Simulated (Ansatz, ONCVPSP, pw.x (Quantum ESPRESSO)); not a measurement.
**Ti: does the ONCV potential hold in the solid?**

* Element: titanium (Ti)
* Generator: ONCVPSP 4.0.1.1 (patched build)
* Type: optimised norm-conserving Vanderbilt (ONCV)
* Functional: PBE
* Relativity: scalar-relativistic
* Frozen core: [Ar]
* Valence charge: 4
* Reference configuration: 3d2 4s2
* Partial waves: 4s: rc 2.45 bohr, ncon 4, nbas 7, qcut 3.2 1/bohr, 2 projectors, debl 2.3 Ha; p scattering state at 0.16 Ha: rc 2.20 bohr, ncon 4, nbas 8, qcut 4.5 1/bohr, local; 3d: rc 2.50 bohr, ncon 3, nbas 7, qcut 6.5 1/bohr, 2 projectors, debl 1.4 Ha
* Local potential: the p channel
* Core correction: Teter function, fcfact 2.5, rcfact 1.65

Atomic tests: cutoffs needed: 15 Ha and 17 Ha (the cutoffs (Ha) at which the residual kinetic energy of the hardest occupied pseudo-wave falls to 1 and 0.1 mHa per electron); ghost test: no bound ghost flagged; GHOST(+) flagged for s at 53.9 eV; largest excitation error: +171 meV (all-electron minus pseudo) for 3d1 4s2, out of 4 test configurations.

Crystal test: bcc Ti in pw.x 7.5, no spin, 14³ k-points, Fermi–Dirac smearing 0.01 Ry, cutoffs 50/200 Ry. The reference is all-electron LAPW (Ansatz 0.2.0) with the same functional, mesh and smearing; V0 and B0 come from Birch–Murnaghan fits to the pressures at five volumes. Errors are pseudo minus all-electron; Δ is the rms difference of the E(V) curves that follow from these fits, minima aligned, over ±6 % about the mean V0. Mesh and smearing are coarse, so the numbers serve the comparison and aren't converged zero-temperature values; the lattice is a test structure that the element need not adopt.

```
V (Å³/atom)  P all-electron (GPa)  P pseudo (GPa)
     16.476                  6.10            7.45
     16.909                  3.01            4.03
     17.343                  0.23            0.98
     17.777                 -2.25           -1.74
     18.210                 -4.47           -4.17
```

All-electron: a0 = 3.264 Å (V0 = 17.38 Å³/atom), B0 = 104.1 GPa.

Pseudopotential: mean pressure error (GPa): +0.79; a0 (Å): 3.271; a0 error (%): +0.21; B0 error (%): +7.3; Δ (meV/atom): 2.9.

Q: At the middle volume, how do free energy and pressure move when the wave cutoff is lowered (ecutrho kept at four times it)?

A:

```json
{"cutoff (Ry)": "22", "shift of F (meV/atom)": "+985.4", "shift of P (GPa)": "-40.77"}
{"cutoff (Ry)": "30", "shift of F (meV/atom)": "+43.6", "shift of P (GPa)": "-3.44"}
{"cutoff (Ry)": "40", "shift of F (meV/atom)": "+3.4", "shift of P (GPa)": "+0.12"}
```

The run at the middle volume (104 k-points, 8 iterations) took about 12 s on one core of a shared host (Neoverse-N1, 64 threads, 124 GiB, load 35).
